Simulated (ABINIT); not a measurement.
A run of ABINIT 10.8.3 (patched build) is set up as follows.

The input run.abi:

```
# Datasets
ndtset 3

# Pseudopotentials
pp_dirpath "./"
pseudos "Mg.GGA_PBE-JTH.xml, S.GGA_PBE-JTH.xml"

# Structure
acell 3.6792887145 3.6792887145 6.3727149893 Angstrom
rprim
     0.0000000000    -0.7071067812    -0.7071067812
    -0.7071067812     0.0000000000    -0.7071067812
     0.4082482905     0.4082482905    -0.8164965809
ntypat 2
znucl 12 16
natom 4
typat 1 1 2 2
chkprim 0
chksymtnons 0
tolsym 1.0e-6
xred
   0.5320927100   0.4932427400   0.4813567400
   0.0257819700   0.9651100900   0.0317121900
   0.7304517800   0.7449504400   0.7533350900
   0.2116735400   0.2966967200   0.2335959900

# Plane-wave basis
ecut 15.0
pawecutdg 30.0
pawxcdev 0

# Exchange and correlation
ixc -116133

# Bands and occupations
occopt 1

# SCF cycle
nstep 80
diemac 6.0

# Output
iomode 3
prteig 0
prtebands 0

# Dataset 1: ground state
kptopt1 1
ngkpt1 6 6 4
nshiftk1 1
shiftk1 0.0 0.0 0.0
nband1 16
tolvrs1 1.0e-11
prtden1 1
prtwf1 0

# Datasets 2 and 3: the band edges
kptopt2 0
nkpt2 2
kpt2
  0.0 0.0 0.0
  0.4285714300 0.0 1/2
istwfk2 2*1
nband2 22
getden2 1
kptopt3 0
nkpt3 2
kpt3
  0.0 0.0 0.0
  0.4285714300 0.0 1/2
istwfk3 2*1
nband3 22
getden3 1

# Dataset 2: bands at fixed density
iscf2 -2
nbdbuf2 2
tolwfr2 1.0e-20
nstep2 200

# Dataset 3: effective masses
iscf3 -3
getwfk3 2
rfelfd3 2
rfdir3 1 1 1
nqpt3 1
qpt3 0.0 0.0 0.0
tolwfr3 1.0e-20
nbdbuf3 2
nstep3 200
efmas3 1
efmas_bands3 16 16 17 17
efmas_calc_dirs3 1
efmas_n_dirs3 5
efmas_dirs3
  1 0 0
  0 1 0
  0 0 1
  1 1 0
  1 1 1
efmas_ntheta3 60
prtwf3 0
prtden3 0
prtpot3 0
```

Potentials or basis: JTH PAW PBE v2.0.

Command:

```sh
$ abinit run.abi > log 2>&1
```

(1) What does it give for the largest force?

Answers

(1) 2.591 eV/Å.

Caveat: the masses are taken at a mesh point that needn't be the band's extremum; the PAW data sets were made with another functional, which shifts forces and pressure a little.
